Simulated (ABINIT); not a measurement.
# Beyond one shot: AlN (F-43m), part 3 of 3

Wanted: G0W0 and self-consistent gaps of AlN (F-43m), with the cost of the cycles.

ABINIT 10.8.3; PBE and many-body steps on it, plane waves. Known limits of the many-body steps: not at the basis limit.

So far. Step 9 (evGW, cycle 1): Against G0W0 in ABINIT (6×6×6 mesh, 29 bands, screening to 130.6 eV, Godby-Needs plasmon pole), the gap moves by +0.554 eV. Step 12 (evGW, cycle 2): Against the cycle before, the gap moves by +0.066 eV.

**14. Screening, 6×6×6 mesh, 29 bands, screening to 130.6 eV**

This step: RPA screening on PBE from quasiparticle energies, plane waves, norm-conserving pseudopotentials.

File run.abi:

```
acell 3*1.0 Angstrom
rprim 
  -0.000000000000 2.183993559600 2.183993559600
  2.183993559600 -0.000000000000 2.183993559600
  2.183993559600 2.183993559600 -0.000000000000
ntypat 2
znucl 13 7
natom 2
typat 1 2
xred 
  0.000000000000 0.000000000000 0.000000000000
  0.750000000000 0.750000000000 0.750000000000
pp_dirpath "pseudos"
pseudos "Al.upf, N.upf"
ecut 36
ngkpt 6 6 6
nshiftk 1
shiftk 0 0 0
kptopt 1
chksymbreak 0
istwfk *1
occopt 1
irdwfk 1
optdriver 3
nband 29
ecuteps 4.8
inclvkb 2
awtr 1
symchi 1
irdqps 1
gwcalctyp 10
nqptdm 15
qptdm 
  0.1666666667 0.0000000000 0.0000000000
  0.3333333333 0.0000000000 0.0000000000
  0.5000000000 0.0000000000 0.0000000000
  0.1666666667 0.1666666667 0.0000000000
  0.3333333333 0.1666666667 0.0000000000
  0.5000000000 0.1666666667 0.0000000000
  -0.3333333333 0.1666666667 0.0000000000
  -0.1666666667 0.1666666667 0.0000000000
  0.3333333333 0.3333333333 0.0000000000
  0.5000000000 0.3333333333 0.0000000000
  -0.3333333333 0.3333333333 0.0000000000
  0.5000000000 0.5000000000 0.0000000000
  0.5000000000 0.3333333333 0.1666666667
  -0.3333333333 0.3333333333 0.1666666667
  -0.3333333333 0.5000000000 0.1666666667
indata_prefix "in"
outdata_prefix "out"
tmpdata_prefix "tmp"
```

File mrgscr.stdin:

```
2
merged
q0_SCR
out_SCR
1
```

Run with:

```
> OMP_NUM_THREADS=1 mpirun -n 4 abinit run.abi > log; mrgscr < mrgscr.stdin
```

Numbers of over 12 decimals in the logs are rounded to 6 here.

Output:

```text
.Version 10.8.3 of ABINIT. v10.8.2 released Aug 2026.

 Symmetries : space group F-4 3 m (#216); Bravais cF (face-center cubic)
[... echo of the input left out ...]
== DATASET  1 ==================================================================
-   mpi_nproc: 4, omp_nthreads: 1 (-1 if OMP is not activated)

--- !DatasetInfo
iteration_state: {dtset: 1, }
dimensions: {natom: 2, nkpt: 16, mband: 29, nsppol: 1, nspinor: 1, nspden: 1, mpw: 1464, }
cutoff_energies: {ecut:  36.0, pawecutdg:  -1.0, }
[...]
q-point number  1        q = ( 0.166667, 0.000000, 0.000000) [r.l.u.]
--------------------------------------------------------------------------------
[... chi0 elements left out ...]
  Average fulfillment of the sum rule on Im[epsilon] for q-point    2 :     96.84  [%]

--------------------------------------------------------------------------------
  q-point number  2        q = ( 0.333333, 0.000000, 0.000000) [r.l.u.]
--------------------------------------------------------------------------------
[... chi0 elements left out ...]
  Average fulfillment of the sum rule on Im[epsilon] for q-point    3 :     84.24  [%]

 [... 13 further q-points ...]
```

The job ended after 19 s (4 MPI ranks of Arm Neoverse N1, shared host; peak memory 0.43 GiB; 75 s of CPU time).

This step gave:

```
plasma frequency                    : 23.01 eV
plane waves in the screening matrix : 65
```

This screening reads the quasiparticle levels of the cycle before.

**15. evGW, cycle 3**

This step: evGW on PBE, plane waves, norm-conserving pseudopotentials.

run.abi, as its differences from that of step 14:

```diff
@@ -23,12 +23,10 @@
 irdwfk 1
-optdriver 3
+optdriver 4
 nband 29
-ecuteps 4.8
-inclvkb 2
-awtr 1
-symchi 1
-irdqps 1
 gwcalctyp 10
-nqptdm 15
-qptdm 
+ecutsigx 36
+symsigma 1
+nkptgw 16
+kptgw 
+  0.0000000000 0.0000000000 0.0000000000
   0.1666666667 0.0000000000 0.0000000000
@@ -48,2 +46,23 @@
   -0.3333333333 0.5000000000 0.1666666667
+bdgw 
+  1 13
+  1 13
+  1 13
+  1 13
+  1 13
+  1 13
+  1 13
+  1 13
+  1 13
+  1 13
+  1 13
+  1 13
+  1 13
+  1 13
+  1 13
+  1 13
+ecuteps 4.8
+irdscr 1
+ppmodel 1
+irdqps 1
 indata_prefix "in"
```

Run with:

```
> OMP_NUM_THREADS=1 mpirun -n 4 abinit run.abi > log
```

Output:

```text
.Version 10.8.3 of ABINIT. v10.8.2 released Aug 2026.

 Symmetries : space group F-4 3 m (#216); Bravais cF (face-center cubic)
[... echo of the input left out ...]
== DATASET  1 ==================================================================
-   mpi_nproc: 4, omp_nthreads: 1 (-1 if OMP is not activated)

--- !DatasetInfo
iteration_state: {dtset: 1, }
dimensions: {natom: 2, nkpt: 16, mband: 29, nsppol: 1, nspinor: 1, nspden: 1, mpw: 1464, }
cutoff_energies: {ecut:  36.0, pawecutdg:  -1.0, }
[...]
.  kptgw no:  3; Maximum DeltaE = (  -0.011   0.007) for band index:  1
[...]
.  kptgw no: 15; Maximum DeltaE = (   0.028  -0.001) for band index: 13
.  kptgw no: 16; Maximum DeltaE = (   0.005  -0.021) for band index: 11

== END DATASET(S) ==============================================================
================================================================================

 -outvars: echo values of variables after computation  --------
           etotal      0.0000000000E+00
            nband          29
             nkpt          16
          spgroup         216
 [... the other variables as echoed above ...]

 Calculation completed.
```

The job ended after 89 s (4 MPI ranks; peak memory 0.84 GiB; 5.9 min of CPU time).

This step gave:

```
quasiparticle gap on the mesh                         : 4.905 eV
gap of the density functional on the mesh             : 3.325 eV
k of the valence top                                  : 0, 0, 0
k of the conduction bottom                            : 0.5, 0.5, 0
least direct quasiparticle gap on the computed points : 6.103 eV
```

Against the cycle before, the gap moves by +0.009 eV.

**16. The runs together**

Times are wall times on 4 MPI ranks of Arm Neoverse N1, shared host, good to a factor of about two. A run's time includes the screening step that it read.

```csv
run,mesh,bands,screening cutoff (eV),DFT gap (eV),gap on the mesh (eV),direct (eV),ε∞ used,time
G0W0,6×6×6,29,130.6,3.325,4.276,5.441,4.36,24 s
"evGW0, cycle 1",6×6×6,29,130.6,3.325,4.489,5.734,4.36,1.8 min
"evGW0, cycle 2",6×6×6,29,130.6,3.325,4.481,5.672,4.36,1.8 min
"evGW, cycle 1",6×6×6,29,130.6,3.325,4.830,6.034,3.81,1.9 min
"evGW, cycle 2",6×6×6,29,130.6,3.325,4.896,6.093,3.71,1.8 min
"evGW, cycle 3",6×6×6,29,130.6,3.325,4.905,6.103,3.69,1.9 min
```

**17. What came out**

| Quantity | Value |
| --- | --- |
| G0W0 | 4.276 eV |
| evGW0, cycle 1 | 4.489 eV |
| evGW0, cycle 2 | 4.481 eV |
| evGW, cycle 1 | 4.830 eV |
| evGW, cycle 2 | 4.896 eV |
| evGW, cycle 3 | 4.905 eV |
| known limits | not at the basis limit |

**Reading.** Only the bands that the input lists are updated; the others, empty or deep, keep the functional's energies or take a rigid shift. The evGW loop starts from the last levels of evGW0, so its cycles and time come on top of those. evGW0 ends at 4.48 eV, +0.20 eV from G0W0, after 2 cycles that took 3 min beside the first screening; the last moved the gap by 0.008 eV. evGW ends at 4.91 eV, +0.63 eV from G0W0, after 3 cycles that took 5.6 min beside the first screening; the last moved the gap by 0.009 eV. Bands and cutoff are finite, so the gap is not at the basis limit. The miss can reach some tenths of an eV and take either sign; the mesh is an error of its own. In the updated screening the q = 0 part is built from Kohn-Sham bands under a rigid shift, the other q from the quasiparticle levels.

[Paths, hosts, dates, memory and timing lines, banners, echoed tables and standing remarks are left out of the program output.]

[Logs are printed without paths, hosts, clocks, repeated set-up lines and the standing remarks that a program may print on its own settings, such as how far it seeks lower states.]

[Runs of the session that timed out or met a known fault of the program may be left out.]

[Hosts, paths, dates, database ids (printed as entryN), source tags and the programs' standing remarks are cut or masked in the printed files.]

[G0W0 gaps are taken among the corrected bands and points alone; a level outside them can change the order at an edge.]

[Where Ansatz stands beside ABINIT at settings called matched, ABINIT's density can come from a denser mesh and the files from another edition; pairs whose starting gaps differed by over 0.03 eV were left out, so agreement reads better than it is.]
